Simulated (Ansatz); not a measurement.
**NaF: the cell at several levels of theory**

An exercise on one series of results from a longer session: the logs are not shown, and one member is left open.

Program: Ansatz 0.2.0. PAW datasets, plane waves, zero pressure. (Calculated; spin-unpolarised; the phase may be known or hypothetical.)

### Starting point

This is the cell as the run starts from it, not yet at rest; its lengths are not the crystal's.

It is cubic, Pm-3m (No. 221); a = 2.552 Å in the conventional setting, 8.31 Å³ an atom. Near Na stand 8 F at 2.21 Å; near F stand 8 Na at 2.21 Å.

Structure file:

```
Na F
1.0
     2.55156    0.00000    0.00000
     0.00000    2.55156    0.00000
     0.00000    0.00000    2.55156
Na F
1 1
Direct
  0.00000 0.00000 0.00000
  0.50000 0.50000 0.50000
```

Set-up of the first run:

File input.yaml:

```yaml
crystal:
  lattice:
    - [2.5515591002, 0.0, 0.0]
    - [0.0, 2.5515591002, 0.0]
    - [0.0, 0.0, 2.5515591002]
  atoms:
    - { symbol: Na, position: [0.0, 0.0, 0.0] }
    - { symbol: F, position: [0.5, 0.5, 0.5] }
kpoints:
  mp_grid: { grid: [10, 10, 10] }
hamiltonian:
  xc: pbe
scf:
  occupations: { method: fermi_dirac, width: 0.02 }
relax:
  f_tol: 0.005
  cell: {}
```

The run is started by

```console
ansatz run input.yaml --threads 2 --pin off --max-ram 2211MiB --backend cpu --events-out ev --progress --plain --runs-dir out
```

Steps of the session up to this table: Relaxing with PBE; Relaxing with r2SCAN; Relaxing with PBEsol; Relaxing with LDA; Relaxation with HSE06.

One table of the session follows, with a row left open; its other results are not shown here.

It belongs to the step «The cells side by side». 

| level | a (Å) | volume (Å³/atom) |
| --- | --- | --- |
| PBE | 2.865 | 11.756 |
| r2SCAN | 2.793 | 10.900 |
| PBEsol | ? | ? |
| LDA | 2.738 | 10.268 |
| HSE06 | 2.822 | 11.240 |

Q: Estimate the row for PBEsol from the others.

The run gave: a (Å): 2.817; volume (Å³/atom): 11.177. In the column «a (Å)» it lies between r2SCAN (2.793) and HSE06 (2.822).

What this shows: The first relaxation changed the volume by +41.5 % from the start. LDA gives the smallest cell and PBE the largest; they differ by 14.5 % in volume, a mean of 4.6 % in length. The meshes differ: PBE 10×10×10, r2SCAN 8×8×8, PBEsol 8×8×8, LDA 8×8×8, HSE06 6×6×6.
